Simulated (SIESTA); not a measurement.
# HgTe (Coloradoite): relaxation of cell and atoms with PBEsol

Crystal: HgTe (Coloradoite).

```
Hg Te
1.0
     0.00000    3.21450    3.21450
     3.21450    0.00000    3.21450
     3.21450    3.21450    0.00000
Hg Te
1 1
Direct
  0.00000 0.00000 0.00000
  0.75000 0.75000 0.75000
```

| Property | Result |
| --- | --- |
| Program | SIESTA 5.4.2 |
| Task | relaxation of cell and atoms |
| Functional | PBEsol |
| Potentials or basis | PseudoDojo 0.4 standard (PBEsol files) |
| Basis | DZP (energy shift 0.003 Ry; two zetas on semicore shells) |
| Grid cutoff | 1200 Ry |
| Energy shift | 0.003 Ry |
| k mesh | 5 × 5 × 5 |
| Occupations | fermi-dirac, width 0.05 eV |
| Spin | no spin polarisation |
| optimiser | Broyden |
| force tolerance | 0.01 eV/Å |
| stress tolerance (GPa) | 0.05 |

- Relaxed volume: 34.93 Å³/atom
- Relaxed cell: a = 4.623 Å, b = 4.623 Å, c = 4.623 Å, α = 60.00°, β = 60.00°, γ = 60.00°
- Space group after relaxing (to 0.05 Å): F-43m (No. 216)
- Energy gained by relaxing: 13.4 meV/atom
- Ionic steps: 4
- Pressure after relaxing: 0.0 GPa
- Band gap on the k mesh: none (metal or under the smearing width)

The path:
```tsv
step	energy change (eV)	largest force (eV/Å)	pressure (GPa)	volume (Å³)
1	0.0000	0.0000	2.63	66.43
2	-0.0028	0.0000	2.48	66.61
3	-0.0269	0.0000	0.05	69.78
4	-0.0269	0.0001	0.00	69.86
```

Final structure:
```yaml
crystal:
  lattice:
    - [0.00004, 3.26892, 3.26892]
    - [3.26892, 0.00004, 3.26892]
    - [3.26892, 3.26892, 0.00004]
  atoms:
    - { symbol: Hg, position: [0.00000, 0.00000, 0.00000] }
    - { symbol: Te, position: [0.75000, 0.75000, 0.75000] }
```

Levels at points of the mesh, in eV from the Fermi level:
```csv
k point,band 16,band 17,band 18,band 19,band 20,band 21
"(0.00, 0.00, 0.00)",-0.33,-0.04,-0.04,-0.04,4.40,4.40
```

Wall time 2.5 min on 1 thread of Intel(R) Xeon(R) Platinum 8259CL CPU @ 2.50GHz (Skylake/Cascade Lake), on a shared host, peak memory 0.43 GiB.

Caveat: short orbitals over semicore shells can move pressures by several GPa; the valence orbitals were made in a potential fitted to the semicore shell under them, which widens gaps by tenths of an eV or more; the basis of atomic orbitals isn't converged, which shifts pressures, moduli and gaps. Zero-point motion and thermal expansion aren't in these numbers.
